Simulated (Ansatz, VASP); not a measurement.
# InAs in two plane-wave programs, part 2 of 3

One calculation is typed for both programs; each brings its own data sets. How far apart do they land? The cell is taken from a series of runs on this material, whose earlier steps may have relaxed, scaled, displaced or heated it; both programs get it as it stands.

VASP 6.6.1 and Ansatz 0.2.0.

So far: The starting structure; Ansatz: zone-centre phonons, LDA.

### 3. VASP: zone-centre phonons, LDA

Level of this step: LDA; plane waves and PAW (As, In_d) (VASP).

The same cell, functional (in two slightly different forms), mesh and smearing now go to VASP, with its own data sets.

Lines of VASP's logs that name or quote its potential files are left out, and so is its time.

Input file INCAR:

```
SYSTEM = InAs
PREC = Accurate
ENCUT = 500
EDIFF = 1E-08
NELM = 120
ISMEAR = 0
SIGMA = 0.015
LREAL = .FALSE.
ALGO = Normal
GGA = CA
NBANDS = 15
LORBIT = 11
LWAVE = .FALSE.
LCHARG = .FALSE.
ISIF = 2
ISYM = 2
IBRION = 8
LASPH = .TRUE.
GGA_COMPAT = .FALSE.
EFERMI = MIDGAP
KPAR = 2
```

Input file POSCAR:

```
InAs
1.0
   -0.0308657748      2.9833992277      3.0458053799
    2.9833992277     -0.0308657748      3.0458053799
    2.9525334529      2.9525334529      0.0000000000
As In
1 1
Direct
    0.7482238727      0.7482238727      0.7517564846
    0.0017761273      0.0017761273      0.9982435154
```

Input file KPOINTS:

```
Points of the shifted mesh
1728
Reciprocal
 0.0416666667  0.0416666667  0.0416666667 1
 0.0416666667  0.0416666667  0.1250000000 1
 0.0416666667  0.0416666667  0.2083333333 1
 0.0416666667  0.0416666667  0.2916666667 1
 0.0416666667  0.0416666667  0.3750000000 1
 0.0416666667  0.0416666667  0.4583333333 1
 0.0416666667  0.0416666667  0.5416666667 1
 0.0416666667  0.0416666667  0.6250000000 1
 0.0416666667  0.0416666667  0.7083333333 1
 0.0416666667  0.0416666667  0.7916666667 1
 0.0416666667  0.0416666667  0.8750000000 1
 0.0416666667  0.0416666667  0.9583333333 1
 0.0416666667  0.1250000000  0.0416666667 1
 0.0416666667  0.1250000000  0.1250000000 1
 0.0416666667  0.1250000000  0.2083333333 1
 0.0416666667  0.1250000000  0.2916666667 1
 0.0416666667  0.1250000000  0.3750000000 1
 0.0416666667  0.1250000000  0.4583333333 1
 0.0416666667  0.1250000000  0.5416666667 1
 0.0416666667  0.1250000000  0.6250000000 1
 0.0416666667  0.1250000000  0.7083333333 1
 0.0416666667  0.1250000000  0.7916666667 1
 0.0416666667  0.1250000000  0.8750000000 1
 0.0416666667  0.1250000000  0.9583333333 1
 0.0416666667  0.2083333333  0.0416666667 1
 0.0416666667  0.2083333333  0.1250000000 1
 0.0416666667  0.2083333333  0.2083333333 1
 0.0416666667  0.2083333333  0.2916666667 1
 0.0416666667  0.2083333333  0.3750000000 1
 0.0416666667  0.2083333333  0.4583333333 1
 0.0416666667  0.2083333333  0.5416666667 1
 0.0416666667  0.2083333333  0.6250000000 1
 0.0416666667  0.2083333333  0.7083333333 1
 0.0416666667  0.2083333333  0.7916666667 1
 0.0416666667  0.2083333333  0.8750000000 1
 0.0416666667  0.2083333333  0.9583333333 1
 0.0416666667  0.2916666667  0.0416666667 1
 0.0416666667  0.2916666667  0.1250000000 1
 0.0416666667  0.2916666667  0.2083333333 1
 0.0416666667  0.2916666667  0.2916666667 1
 0.0416666667  0.2916666667  0.3750000000 1
 0.0416666667  0.2916666667  0.4583333333 1
 0.0416666667  0.2916666667  0.5416666667 1
 0.0416666667  0.2916666667  0.6250000000 1
 0.0416666667  0.2916666667  0.7083333333 1
 0.0416666667  0.2916666667  0.7916666667 1
 0.0416666667  0.2916666667  0.8750000000 1
 0.0416666667  0.2916666667  0.9583333333 1
 0.0416666667  0.3750000000  0.0416666667 1
 0.0416666667  0.3750000000  0.1250000000 1
 0.0416666667  0.3750000000  0.2083333333 1
 0.0416666667  0.3750000000  0.2916666667 1
 0.0416666667  0.3750000000  0.3750000000 1
 0.0416666667  0.3750000000  0.4583333333 1
 0.0416666667  0.3750000000  0.5416666667 1
 0.0416666667  0.3750000000  0.6250000000 1
 0.0416666667  0.3750000000  0.7083333333 1
 0.0416666667  0.3750000000  0.7916666667 1
 0.0416666667  0.3750000000  0.8750000000 1
 0.0416666667  0.3750000000  0.9583333333 1
 0.0416666667  0.4583333333  0.0416666667 1
 0.0416666667  0.4583333333  0.1250000000 1
 0.0416666667  0.4583333333  0.2083333333 1
 0.0416666667  0.4583333333  0.2916666667 1
 0.0416666667  0.4583333333  0.3750000000 1
 0.0416666667  0.4583333333  0.4583333333 1
 0.0416666667  0.4583333333  0.5416666667 1
 0.0416666667  0.4583333333  0.6250000000 1
 0.0416666667  0.4583333333  0.7083333333 1
 0.0416666667  0.4583333333  0.7916666667 1
 0.0416666667  0.4583333333  0.8750000000 1
 0.0416666667  0.4583333333  0.9583333333 1
 0.0416666667  0.5416666667  0.0416666667 1
 0.0416666667  0.5416666667  0.1250000000 1
 0.0416666667  0.5416666667  0.2083333333 1
 0.0416666667  0.5416666667  0.2916666667 1
 0.0416666667  0.5416666667  0.3750000000 1
 0.0416666667  0.5416666667  0.4583333333 1
 0.0416666667  0.5416666667  0.5416666667 1
 0.0416666667  0.5416666667  0.6250000000 1
 0.0416666667  0.5416666667  0.7083333333 1
 0.0416666667  0.5416666667  0.7916666667 1
 0.0416666667  0.5416666667  0.8750000000 1
 0.0416666667  0.5416666667  0.9583333333 1
 0.0416666667  0.6250000000  0.0416666667 1
 0.0416666667  0.6250000000  0.1250000000 1
 0.0416666667  0.6250000000  0.2083333333 1
 0.0416666667  0.6250000000  0.2916666667 1
 0.0416666667  0.6250000000  0.3750000000 1
 0.0416666667  0.6250000000  0.4583333333 1
 0.0416666667  0.6250000000  0.5416666667 1
 0.0416666667  0.6250000000  0.6250000000 1
 0.0416666667  0.6250000000  0.7083333333 1
 0.0416666667  0.6250000000  0.7916666667 1
 0.0416666667  0.6250000000  0.8750000000 1
 0.0416666667  0.6250000000  0.9583333333 1
 0.0416666667  0.7083333333  0.0416666667 1
 0.0416666667  0.7083333333  0.1250000000 1
 0.0416666667  0.7083333333  0.2083333333 1
 0.0416666667  0.7083333333  0.2916666667 1
 0.0416666667  0.7083333333  0.3750000000 1
 0.0416666667  0.7083333333  0.4583333333 1
 0.0416666667  0.7083333333  0.5416666667 1
 0.0416666667  0.7083333333  0.6250000000 1
 0.0416666667  0.7083333333  0.7083333333 1
 0.0416666667  0.7083333333  0.7916666667 1
 0.0416666667  0.7083333333  0.8750000000 1
 0.0416666667  0.7083333333  0.9583333333 1
 0.0416666667  0.7916666667  0.0416666667 1
 0.0416666667  0.7916666667  0.1250000000 1
 0.0416666667  0.7916666667  0.2083333333 1
 0.0416666667  0.7916666667  0.2916666667 1
[... 1390 lines left out ...]
 0.8750000000  0.4583333333  0.1250000000 1
 0.8750000000  0.4583333333  0.2083333333 1
 0.8750000000  0.4583333333  0.2916666667 1
 0.8750000000  0.4583333333  0.3750000000 1
 0.8750000000  0.4583333333  0.4583333333 1
 0.8750000000  0.4583333333  0.5416666667 1
 0.8750000000  0.4583333333  0.6250000000 1
 0.8750000000  0.4583333333  0.7083333333 1
 0.8750000000  0.4583333333  0.7916666667 1
 0.8750000000  0.4583333333  0.8750000000 1
 0.8750000000  0.4583333333  0.9583333333 1
 0.8750000000  0.5416666667  0.0416666667 1
 0.8750000000  0.5416666667  0.1250000000 1
 0.8750000000  0.5416666667  0.2083333333 1
 0.8750000000  0.5416666667  0.2916666667 1
 0.8750000000  0.5416666667  0.3750000000 1
 0.8750000000  0.5416666667  0.4583333333 1
 0.8750000000  0.5416666667  0.5416666667 1
 0.8750000000  0.5416666667  0.6250000000 1
 0.8750000000  0.5416666667  0.7083333333 1
 0.8750000000  0.5416666667  0.7916666667 1
 0.8750000000  0.5416666667  0.8750000000 1
 0.8750000000  0.5416666667  0.9583333333 1
 0.8750000000  0.6250000000  0.0416666667 1
 0.8750000000  0.6250000000  0.1250000000 1
 0.8750000000  0.6250000000  0.2083333333 1
 0.8750000000  0.6250000000  0.2916666667 1
 0.8750000000  0.6250000000  0.3750000000 1
 0.8750000000  0.6250000000  0.4583333333 1
 0.8750000000  0.6250000000  0.5416666667 1
 0.8750000000  0.6250000000  0.6250000000 1
 0.8750000000  0.6250000000  0.7083333333 1
 0.8750000000  0.6250000000  0.7916666667 1
 0.8750000000  0.6250000000  0.8750000000 1
 0.8750000000  0.6250000000  0.9583333333 1
 0.8750000000  0.7083333333  0.0416666667 1
 0.8750000000  0.7083333333  0.1250000000 1
 0.8750000000  0.7083333333  0.2083333333 1
 0.8750000000  0.7083333333  0.2916666667 1
 0.8750000000  0.7083333333  0.3750000000 1
 0.8750000000  0.7083333333  0.4583333333 1
 0.8750000000  0.7083333333  0.5416666667 1
 0.8750000000  0.7083333333  0.6250000000 1
 0.8750000000  0.7083333333  0.7083333333 1
 0.8750000000  0.7083333333  0.7916666667 1
 0.8750000000  0.7083333333  0.8750000000 1
 0.8750000000  0.7083333333  0.9583333333 1
 0.8750000000  0.7916666667  0.0416666667 1
 0.8750000000  0.7916666667  0.1250000000 1
 0.8750000000  0.7916666667  0.2083333333 1
 0.8750000000  0.7916666667  0.2916666667 1
 0.8750000000  0.7916666667  0.3750000000 1
 0.8750000000  0.7916666667  0.4583333333 1
 0.8750000000  0.7916666667  0.5416666667 1
 0.8750000000  0.7916666667  0.6250000000 1
 0.8750000000  0.7916666667  0.7083333333 1
 0.8750000000  0.7916666667  0.7916666667 1
 0.8750000000  0.7916666667  0.8750000000 1
 0.8750000000  0.7916666667  0.9583333333 1
 0.8750000000  0.8750000000  0.0416666667 1
 0.8750000000  0.8750000000  0.1250000000 1
 0.8750000000  0.8750000000  0.2083333333 1
 0.8750000000  0.8750000000  0.2916666667 1
 0.8750000000  0.8750000000  0.3750000000 1
 0.8750000000  0.8750000000  0.4583333333 1
 0.8750000000  0.8750000000  0.5416666667 1
 0.8750000000  0.8750000000  0.6250000000 1
 0.8750000000  0.8750000000  0.7083333333 1
 0.8750000000  0.8750000000  0.7916666667 1
 0.8750000000  0.8750000000  0.8750000000 1
 0.8750000000  0.8750000000  0.9583333333 1
 0.8750000000  0.9583333333  0.0416666667 1
 0.8750000000  0.9583333333  0.1250000000 1
 0.8750000000  0.9583333333  0.2083333333 1
 0.8750000000  0.9583333333  0.2916666667 1
 0.8750000000  0.9583333333  0.3750000000 1
 0.8750000000  0.9583333333  0.4583333333 1
 0.8750000000  0.9583333333  0.5416666667 1
 0.8750000000  0.9583333333  0.6250000000 1
 0.8750000000  0.9583333333  0.7083333333 1
 0.8750000000  0.9583333333  0.7916666667 1
 0.8750000000  0.9583333333  0.8750000000 1
 0.8750000000  0.9583333333  0.9583333333 1
 0.9583333333  0.0416666667  0.0416666667 1
 0.9583333333  0.0416666667  0.1250000000 1
 0.9583333333  0.0416666667  0.2083333333 1
 0.9583333333  0.0416666667  0.2916666667 1
 0.9583333333  0.0416666667  0.3750000000 1
 0.9583333333  0.0416666667  0.4583333333 1
 0.9583333333  0.0416666667  0.5416666667 1
 0.9583333333  0.0416666667  0.6250000000 1
 0.9583333333  0.0416666667  0.7083333333 1
 0.9583333333  0.0416666667  0.7916666667 1
 0.9583333333  0.0416666667  0.8750000000 1
 0.9583333333  0.0416666667  0.9583333333 1
 0.9583333333  0.1250000000  0.0416666667 1
 0.9583333333  0.1250000000  0.1250000000 1
 0.9583333333  0.1250000000  0.2083333333 1
 0.9583333333  0.1250000000  0.2916666667 1
 0.9583333333  0.1250000000  0.3750000000 1
 0.9583333333  0.1250000000  0.4583333333 1
 0.9583333333  0.1250000000  0.5416666667 1
 0.9583333333  0.1250000000  0.6250000000 1
 0.9583333333  0.1250000000  0.7083333333 1
 0.9583333333  0.1250000000  0.7916666667 1
 0.9583333333  0.1250000000  0.8750000000 1
 0.9583333333  0.1250000000  0.9583333333 1
 0.9583333333  0.2083333333  0.0416666667 1
 0.9583333333  0.2083333333  0.1250000000 1
 0.9583333333  0.2083333333  0.2083333333 1
 0.9583333333  0.2083333333  0.2916666667 1
 0.9583333333  0.2083333333  0.3750000000 1
 0.9583333333  0.2083333333  0.4583333333 1
 0.9583333333  0.2083333333  0.5416666667 1
 0.9583333333  0.2083333333  0.6250000000 1
 0.9583333333  0.2083333333  0.7083333333 1
 0.9583333333  0.2083333333  0.7916666667 1
 0.9583333333  0.2083333333  0.8750000000 1
 0.9583333333  0.2083333333  0.9583333333 1
 0.9583333333  0.2916666667  0.0416666667 1
 0.9583333333  0.2916666667  0.1250000000 1
 0.9583333333  0.2916666667  0.2083333333 1
 0.9583333333  0.2916666667  0.2916666667 1
 0.9583333333  0.2916666667  0.3750000000 1
 0.9583333333  0.2916666667  0.4583333333 1
 0.9583333333  0.2916666667  0.5416666667 1
 0.9583333333  0.2916666667  0.6250000000 1
 0.9583333333  0.2916666667  0.7083333333 1
 0.9583333333  0.2916666667  0.7916666667 1
 0.9583333333  0.2916666667  0.8750000000 1
 0.9583333333  0.2916666667  0.9583333333 1
 0.9583333333  0.3750000000  0.0416666667 1
 0.9583333333  0.3750000000  0.1250000000 1
 0.9583333333  0.3750000000  0.2083333333 1
 0.9583333333  0.3750000000  0.2916666667 1
 0.9583333333  0.3750000000  0.3750000000 1
 0.9583333333  0.3750000000  0.4583333333 1
 0.9583333333  0.3750000000  0.5416666667 1
 0.9583333333  0.3750000000  0.6250000000 1
 0.9583333333  0.3750000000  0.7083333333 1
 0.9583333333  0.3750000000  0.7916666667 1
 0.9583333333  0.3750000000  0.8750000000 1
 0.9583333333  0.3750000000  0.9583333333 1
 0.9583333333  0.4583333333  0.0416666667 1
 0.9583333333  0.4583333333  0.1250000000 1
 0.9583333333  0.4583333333  0.2083333333 1
 0.9583333333  0.4583333333  0.2916666667 1
 0.9583333333  0.4583333333  0.3750000000 1
 0.9583333333  0.4583333333  0.4583333333 1
 0.9583333333  0.4583333333  0.5416666667 1
 0.9583333333  0.4583333333  0.6250000000 1
 0.9583333333  0.4583333333  0.7083333333 1
 0.9583333333  0.4583333333  0.7916666667 1
 0.9583333333  0.4583333333  0.8750000000 1
 0.9583333333  0.4583333333  0.9583333333 1
 0.9583333333  0.5416666667  0.0416666667 1
 0.9583333333  0.5416666667  0.1250000000 1
 0.9583333333  0.5416666667  0.2083333333 1
 0.9583333333  0.5416666667  0.2916666667 1
 0.9583333333  0.5416666667  0.3750000000 1
 0.9583333333  0.5416666667  0.4583333333 1
 0.9583333333  0.5416666667  0.5416666667 1
 0.9583333333  0.5416666667  0.6250000000 1
 0.9583333333  0.5416666667  0.7083333333 1
 0.9583333333  0.5416666667  0.7916666667 1
 0.9583333333  0.5416666667  0.8750000000 1
 0.9583333333  0.5416666667  0.9583333333 1
 0.9583333333  0.6250000000  0.0416666667 1
 0.9583333333  0.6250000000  0.1250000000 1
 0.9583333333  0.6250000000  0.2083333333 1
 0.9583333333  0.6250000000  0.2916666667 1
 0.9583333333  0.6250000000  0.3750000000 1
 0.9583333333  0.6250000000  0.4583333333 1
 0.9583333333  0.6250000000  0.5416666667 1
 0.9583333333  0.6250000000  0.6250000000 1
 0.9583333333  0.6250000000  0.7083333333 1
 0.9583333333  0.6250000000  0.7916666667 1
 0.9583333333  0.6250000000  0.8750000000 1
 0.9583333333  0.6250000000  0.9583333333 1
 0.9583333333  0.7083333333  0.0416666667 1
 0.9583333333  0.7083333333  0.1250000000 1
 0.9583333333  0.7083333333  0.2083333333 1
 0.9583333333  0.7083333333  0.2916666667 1
 0.9583333333  0.7083333333  0.3750000000 1
 0.9583333333  0.7083333333  0.4583333333 1
 0.9583333333  0.7083333333  0.5416666667 1
 0.9583333333  0.7083333333  0.6250000000 1
 0.9583333333  0.7083333333  0.7083333333 1
 0.9583333333  0.7083333333  0.7916666667 1
 0.9583333333  0.7083333333  0.8750000000 1
 0.9583333333  0.7083333333  0.9583333333 1
 0.9583333333  0.7916666667  0.0416666667 1
 0.9583333333  0.7916666667  0.1250000000 1
 0.9583333333  0.7916666667  0.2083333333 1
 0.9583333333  0.7916666667  0.2916666667 1
 0.9583333333  0.7916666667  0.3750000000 1
 0.9583333333  0.7916666667  0.4583333333 1
 0.9583333333  0.7916666667  0.5416666667 1
 0.9583333333  0.7916666667  0.6250000000 1
 0.9583333333  0.7916666667  0.7083333333 1
 0.9583333333  0.7916666667  0.7916666667 1
 0.9583333333  0.7916666667  0.8750000000 1
 0.9583333333  0.7916666667  0.9583333333 1
 0.9583333333  0.8750000000  0.0416666667 1
 0.9583333333  0.8750000000  0.1250000000 1
 0.9583333333  0.8750000000  0.2083333333 1
 0.9583333333  0.8750000000  0.2916666667 1
 0.9583333333  0.8750000000  0.3750000000 1
 0.9583333333  0.8750000000  0.4583333333 1
 0.9583333333  0.8750000000  0.5416666667 1
 0.9583333333  0.8750000000  0.6250000000 1
 0.9583333333  0.8750000000  0.7083333333 1
 0.9583333333  0.8750000000  0.7916666667 1
 0.9583333333  0.8750000000  0.8750000000 1
 0.9583333333  0.8750000000  0.9583333333 1
 0.9583333333  0.9583333333  0.0416666667 1
 0.9583333333  0.9583333333  0.1250000000 1
 0.9583333333  0.9583333333  0.2083333333 1
 0.9583333333  0.9583333333  0.2916666667 1
 0.9583333333  0.9583333333  0.3750000000 1
 0.9583333333  0.9583333333  0.4583333333 1
 0.9583333333  0.9583333333  0.5416666667 1
 0.9583333333  0.9583333333  0.6250000000 1
 0.9583333333  0.9583333333  0.7083333333 1
 0.9583333333  0.9583333333  0.7916666667 1
 0.9583333333  0.9583333333  0.8750000000 1
 0.9583333333  0.9583333333  0.9583333333 1
```

Potentials, in the order of the species: As and In_d (LDA family, release 64).

Launch:

```
$ mpirun -np 2 vasp_std
```

The log of the run:

```text
[banner, memory and clock lines left out]
running    2 mpi-ranks, on    1 nodes
[...]
LDA part: xc-table for (Slater(with rela. corr.)+CA(PZ))
 , standard interpolation
 POSCAR, INCAR and KPOINTS ok, starting setup
[...]
entering main loop
       N       E                     dE             d eps       ncg     rms          rms(c)
DAV:   1     0.112038146554E+03    0.11204E+03   -0.82225E+03 52081   0.127E+03
DAV:   2    -0.151260052062E+01   -0.11355E+03   -0.10931E+03 56131   0.302E+02
DAV:   3    -0.914098670627E+01   -0.76284E+01   -0.75824E+01 66708   0.796E+01
DAV:   4    -0.933699662903E+01   -0.19601E+00   -0.19595E+00 63473   0.142E+01
[...]
DAV:  12    -0.902415589659E+01    0.25146E-05   -0.54095E-06 78409   0.319E-02    0.690E-03
DAV:  13    -0.902415595024E+01   -0.53650E-07   -0.73019E-07 65728   0.517E-03    0.126E-03
DAV:  14    -0.902415594571E+01    0.45338E-08   -0.24957E-08 66673   0.213E-03
   1 F= -.90241559E+01 E0= -.90241559E+01  d E =-.266126E-97
 Linear response reoptimize wavefunctions to high precision
DAV:   1    -0.902415594585E+01   -0.14415E-09   -0.44843E-09 57352   0.119E-03
DAV:   2    -0.902415594595E+01   -0.97771E-10   -0.97526E-10 36880   0.239E-04
 Linear response DOF=           4
 Linear response progress:
  Degree of freedom:   1/  4
       N       E                     dE             d eps       ncg     rms          rms(c)
RMM:   1    -0.474926251773E-01   -0.47493E-01    0.64172E-02109635   0.157E+00
RMM:   2    -0.452683669420E-01    0.22243E-02    0.15435E-03 81272   0.588E-01    0.110E-01
RMM:   3    -0.459564133812E-01   -0.68805E-03   -0.19966E-03 95398   0.250E-01    0.472E-02
RMM:   4    -0.461204995585E-01   -0.16409E-03   -0.15559E-04 97518   0.834E-02    0.108E-02
[...]
RMM:  11    -0.461349521037E-01    0.10951E-07   -0.53406E-08111554   0.652E-05    0.295E-05
RMM:  12    -0.461349636780E-01   -0.11574E-07    0.17641E-08104382   0.256E-05    0.634E-06
RMM:  13    -0.461349606699E-01    0.30080E-08   -0.19928E-08108576   0.122E-05    0.202E-06
 first order change of Fermi-energy   0.35714E+00
 force on displaced ion       1 direction 1 :  -7.908  -0.073  -0.002
 Linear response progress:
  Degree of freedom:   2/  4
       N       E                     dE             d eps       ncg     rms          rms(c)
RMM:   1    -0.476994844900E-01   -0.47699E-01    0.64189E-02108919   0.160E+00
RMM:   2    -0.453129699523E-01    0.23865E-02    0.16917E-03 81225   0.595E-01    0.113E-01
RMM:   3    -0.460411495763E-01   -0.72818E-03   -0.20588E-03 95236   0.254E-01    0.483E-02
RMM:   4    -0.462128344563E-01   -0.17168E-03   -0.16339E-04 97318   0.856E-02    0.110E-02
[...]
RMM:   9    -0.462254312219E-01   -0.63581E-06   -0.12466E-09 98773   0.449E-04    0.828E-05
RMM:  10    -0.462255162800E-01   -0.85058E-07    0.46225E-08106226   0.177E-04    0.835E-05
RMM:  11    -0.462255121397E-01    0.41402E-08   -0.53342E-08111288   0.706E-05    0.253E-05
 first order change of Fermi-energy  -0.70653E+00
 force on displaced ion       1 direction 3 :  -0.002  -0.002  -8.064
 Linear response progress:
  Degree of freedom:   3/  4
       N       E                     dE             d eps       ncg     rms          rms(c)
RMM:   1    -0.235250655311E+00   -0.23525E+00   -0.83400E-02 70014   0.497E+00
RMM:   2    -0.237759651619E+00   -0.25090E-02   -0.13953E-02 88232   0.106E+00    0.792E-02
RMM:   3    -0.237725716268E+00    0.33935E-04   -0.16206E-03 95899   0.329E-01    0.388E-02
RMM:   4    -0.237540787231E+00    0.18493E-03   -0.14661E-04 98029   0.108E-01    0.202E-02
[...]
RMM:  12    -0.237507744670E+00    0.55169E-07    0.88853E-08109855   0.842E-05    0.162E-05
RMM:  13    -0.237507833849E+00   -0.89179E-07    0.90876E-08103195   0.509E-05    0.182E-05
RMM:  14    -0.237507841664E+00   -0.78144E-08    0.21840E-08116791   0.316E-05    0.289E-05
 first order change of Fermi-energy  -0.35714E+00
 force on displaced ion       2 direction 1 :  -7.907  -0.078  -0.004
 Linear response progress:
  Degree of freedom:   4/  4
       N       E                     dE             d eps       ncg     rms          rms(c)
RMM:   1    -0.235454106499E+00   -0.23545E+00   -0.87500E-02 70138   0.493E+00
RMM:   2    -0.237902017615E+00   -0.24479E-02   -0.13586E-02 88228   0.105E+00    0.798E-02
RMM:   3    -0.237872718148E+00    0.29299E-04   -0.15704E-03 95836   0.325E-01    0.401E-02
RMM:   4    -0.237691621140E+00    0.18110E-03   -0.14497E-04 97836   0.107E-01    0.201E-02
[...]
RMM:  12    -0.237667043254E+00    0.95966E-07    0.10674E-07107934   0.786E-05    0.194E-05
RMM:  13    -0.237667165952E+00   -0.12270E-06    0.61628E-08 98890   0.476E-05    0.198E-05
RMM:  14    -0.237667164793E+00    0.11588E-08    0.32568E-08114482   0.295E-05    0.191E-05
 first order change of Fermi-energy   0.70655E+00
 force on displaced ion       2 direction 3 :  -0.004  -0.004  -8.052
 Linear response finished
```

(Continued in part 3 of 3.)

[Lines on the potential files, build, host, timing and source positions are cut from VASP's logs without a mark.]

[Logs are printed without paths, hosts, clocks, repeated set-up lines and the standing remarks that a program may print on its own settings, such as how far it seeks lower states.]

[Hosts, paths, dates, database ids (printed as entryN), source tags and the programs' standing remarks are cut or masked in the printed files.]
